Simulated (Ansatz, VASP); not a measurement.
## LaH3O3 in VASP and in Ansatz

```
La H O
1.0
     6.39183    0.00000    0.00000
    -3.19592    5.53549    0.00000
     0.00000    0.00000    3.74685
La H O
2 6 6
Direct
  0.33333 0.66667 0.25000
  0.66667 0.33333 0.75000
  0.27669 0.13101 0.25000
  0.14568 0.27669 0.75000
  0.86899 0.14568 0.25000
  0.72331 0.86899 0.75000
  0.85432 0.72331 0.25000
  0.13101 0.85432 0.75000
  0.38624 0.30573 0.25000
  0.08051 0.38624 0.75000
  0.69427 0.08051 0.25000
  0.61376 0.69427 0.75000
  0.91949 0.61376 0.25000
  0.30573 0.91949 0.75000
```

Alike in both runs: functional LDA; k mesh 6 × 6 × 6; occupations gaussian, width 0.02 eV; no spin polarisation.

Ansatz relaxed the structure, and its values are those at the end. VASP's run is a single point on that final structure, the one shown.

|  | VASP | Ansatz |
| --- | --- | --- |
| version | VASP 6.6.1 | Ansatz 0.2.0 |
| potentials or method | VASP PAW LDA potentials, release 64 (La, H, O) | scalar-relativistic, plane waves, PAW |
| plane-wave cutoff (eV) | 520 | 420 |
| valence electrons in the cell | 64 | 64 |

Ansatz gave:

```
gap on the k mesh at the Fermi level (eV) : 3.70
least direct gap on the mesh (eV)         : 3.70
pressure (GPa)                            : 0.0
rms of the force components (eV/Å)        : 0.002
```

Q: Which values does VASP return?

A: gap on the k mesh at the Fermi level (eV): 3.67; least direct gap on the mesh (eV): 3.67; pressure (GPa): 0.2; rms of the force components (eV/Å): 0.102.

One of these differences is far larger than is usual between the two programs; its cause wasn't traced.

Caveats: spin-orbit coupling is left out, which moves the levels of the heavy elements. As with any semilocal functional, this LDA gap is likely too small. A k mesh can miss the band edges.
